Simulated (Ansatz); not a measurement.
A run of Ansatz 0.2.0 is set up as follows.

File input.yaml:

```yaml
crystal:
  lattice:
    - [0.0, 2.701992, 2.701992]
    - [2.701992, 0.0, 2.701992]
    - [2.701992, 2.701992, 0.0]
  atoms:
    - { symbol: Pb, position: [0.0, 0.0, 0.0] }
    - { symbol: O, position: [0.75, 0.75, 0.75] }
    - { symbol: O, position: [0.25, 0.25, 0.25] }
hamiltonian:
  xc: blyp
  pseudopotentials: { kind: paw }
kpoints:
  mp_grid: { grid: [9, 9, 9] }
scf:
  occupations: { method: fermi_dirac, width: 0.05 }
output:
  forces: true
  stress: true
  eigenvalues: true
  write_density: true
  write_potential: true
  elf: true
  volumetric_format: npy
relax:
  f_tol: 0.01
  max_steps: 40
  cell: { stress_tol: 0.05 }
```

Potentials or basis: Ansatz PAW.

Command:

```sh
$ ansatz run input.yaml --threads 2 --pin off --max-ram 5632MiB --backend cpu --events-out ev --progress --plain --runs-dir out
```

(1) Predict the relaxed cell.

(2) What does it give for the relaxed volume?

(3) Estimate the space group after relaxing (to 0.05 Å).

(4) What does it give for the band gap on the k mesh?

Answers

(1) a = 3.885 Å, b = 3.885 Å, c = 3.885 Å, α = 60.00°, β = 60.00°, γ = 60.00°.

(2) 13.82 Å³/atom.

(3) Fm-3m (No. 225).

(4) none (metal or under the smearing width).

Caveat: the pressure holds a Pulay correction of +0.7 GPa for the finite cutoff; the PAW data sets come from PBE, with cores solved anew for the run's functional, which leaves a small shift of forces and pressure.
